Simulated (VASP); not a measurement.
Wanted: the native input for a VASP 6.6.1 run.

- Task: relaxation of shape and atoms at fixed volume
- Functional: PBE
- Potentials or basis: VASP PAW PBE potentials, release 64 (Al, N)
- Cutoff: 520 eV
- k mesh: 9 × 9 × 4
- Occupations: gaussian, width 0.02 eV
- Spin: no spin polarisation
- Further INCAR settings: ALGO = Normal; EDIFF = 1e-07; IBRION = 2; EDIFFG = -0.002; NSW = 80; ISIF = 4

The structure of AlN lies in POSCAR:

```
AlN                                     
1.0
    3.0317541368      0.0000000000      0.0000000000
   -1.5158770684      2.6255760985      0.0000000000
    0.0000000000      0.0000000000      4.8611566671
  Al              N             
     2     2
Direct
     0.3333333300000021    0.6666666699999979    0.9992567876510421
     0.6666666699999979    0.3333333300000021    0.4992567876510421
     0.3333333300000021    0.6666666699999979    0.3807432123489605
     0.6666666699999979    0.3333333300000021    0.8807432123489605
```

The cell isn't the ideal one: a relaxed cell with its volume scaled by 0.91.

These files were run (other wordings do the same):

INCAR

```
PREC = Accurate
ENCUT = 520
EDIFF = 1E-7
ISMEAR = 0
SIGMA = 0.02
LREAL = False
LASPH = True
NELM = 60
ALGO = Normal
ISIF = 4
LWAVE = False
LCHARG = False
GGA = PE
IBRION = 2
NSW = 80
EDIFFG = -0.002
```

KPOINTS

```
regular mesh
0
Gamma
  9 9 4
```

Potentials or basis: VASP PAW PBE potentials, release 64 (Al, N).

Run with:

```bash
$ cat potpaw_PBE.64/Al/POTCAR potpaw_PBE.64/N/POTCAR > POTCAR
$ mpirun -np 1 vasp_std > vasp.out
```

It gave:

```
Energy gained by relaxing : 0.3 meV/atom
Ionic steps               : 5
Pressure after relaxing   : 21.9 GPa
Band gap on the k mesh    : 4.85 eV, direct
```

Caveat: an odd mesh through Γ misses points on the zone boundary, where band edges often lie.

Wall time 31 s on 1 thread of AMD EPYC 7R13 Processor (Zen 3), with other jobs on the host, peak memory 0.12 GiB.
